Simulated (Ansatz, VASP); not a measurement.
## KI: VASP beside Ansatz

Contents of INCAR:

```
PREC = Accurate
ENCUT = 520
EDIFF = 1E-8
ISMEAR = -1
SIGMA = 0.01
LREAL = False
LASPH = True
NELM = 80
ALGO = Normal
ISIF = 2
LWAVE = False
LCHARG = False
GGA = PS
LEFG = True
NBANDS = 15
```

The input KPOINTS:

```
regular mesh
0
Gamma
  8 8 8
```

File POSCAR:

```
KI
1.0
    0.0704910000      3.5597955000      3.5597955000
    3.5597955000      0.0704910000      3.5597955000
    3.5597955000      3.5597955000      0.0704910000
K I
1 1
Direct
    0.0000000000      0.0000000000      0.0000000000
    0.5000000000      0.5000000000      0.5000000000
```

Input for Ansatz:

```yaml
crystal:
  lattice:
    - [0.070491, 3.5597955, 3.5597955]
    - [3.5597955, 0.070491, 3.5597955]
    - [3.5597955, 3.5597955, 0.070491]
  atoms:
    - { symbol: K, position: [0.0, 0.0, 0.0] }
    - { symbol: I, position: [0.5, 0.5, 0.5] }
kpoints:
  mp_grid: { grid: [8, 8, 8] }
scf:
  occupations: { method: fermi_dirac, width: 0.01 }
hamiltonian:
  xc: pbesol
  pseudopotentials: { kind: all_electron, datasets: crystal }
output:
  forces: true
  stress: true
  eigenvalues: true
  efg: { contact_densities: true }
```

Change from the starting cell: equal xy, yz and zx shear strains of +2 %, crystal datasets.

Alike in both runs: task electric field gradients; functional PBEsol; k mesh 8 × 8 × 8; occupations fermi-dirac, width 0.01 eV; no spin polarisation.

|  | VASP | Ansatz |
| --- | --- | --- |
| version | VASP 6.6.1 | Ansatz 0.2.0 |
| potentials or method | VASP PAW PBE potentials, release 64 (K_sv, I) | all-electron PAW with datasets made for the crystal, scalar-relativistic |
| plane-wave cutoff (eV) | 520 | see its input |

```tsv
	VASP	Ansatz	Ansatz less VASP
gap on the k mesh at the Fermi level (eV)	3.80	3.80	+0.004
pressure (GPa)	-0.2	-0.2	-0.03
largest component of the traceless stress (GPa)	0.07	0.08	+0.001
Vzz of the field gradient on the site that differs most (V/Å²)	10.5	10.9	+0.47
```

Ansatz ran all-electron here, so the differences hold the error of VASP's frozen core and of both bases. Ansatz warned: «gradients_without_spin_orbit».

Caveats: the PAW data sets were made with another functional, which shifts forces and pressure a little (VASP); spin-orbit coupling is left out, which moves the levels of the heavy elements. A k mesh can miss the band edges.
